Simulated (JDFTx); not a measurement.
Crystal: WS2 (Tungstenite).

```
W S
1.0
     3.18000    0.00000    0.00000
    -1.59000    2.75396    0.00000
     0.00000    0.00000   12.50000
W S
2 4
Direct
  0.66667 0.33333 0.75000
  0.33333 0.66667 0.25000
  0.66667 0.33333 0.37500
  0.33333 0.66667 0.87500
  0.66667 0.33333 0.12500
  0.33333 0.66667 0.62500
```

Base run:

* Program: JDFTx 1.7.0 (patched build)
* Functional: PBEsol
* Potentials or basis: PseudoDojo-SR-PBEsol-0.4.1-standard with smoothed tails
* Cutoff: 1007 eV
* Density cutoff: 8055 eV
* k mesh: 10 × 10 × 3
* Occupations: fermi-dirac, width 0.05 eV
* Spin: no spin polarisation

Its results: band gap on the k mesh 1.08 eV, indirect (least direct gap 2.07 eV); pressure -2.7 GPa; largest force 0.151 eV/Å.

**Question.** The run is repeated on the same cell with these changes: k mesh from 10 × 10 × 3 to 4 × 4 × 1. What comes out?

**Answer.** Band gap on the k mesh 1.35 eV, indirect (least direct gap 2.24 eV); pressure -3.0 GPa; largest force 0.227 eV/Å.

Caveats: some runs use coarse meshes; spin-orbit coupling is left out, which moves the levels of the heavy elements; an odd mesh through Γ misses points on the zone boundary, where band edges often lie; this functional lacks dispersion, which binds the layers, so the pressure and a relaxed spacing across them are unreliable; the empty levels aren't tightly converged (some runs).
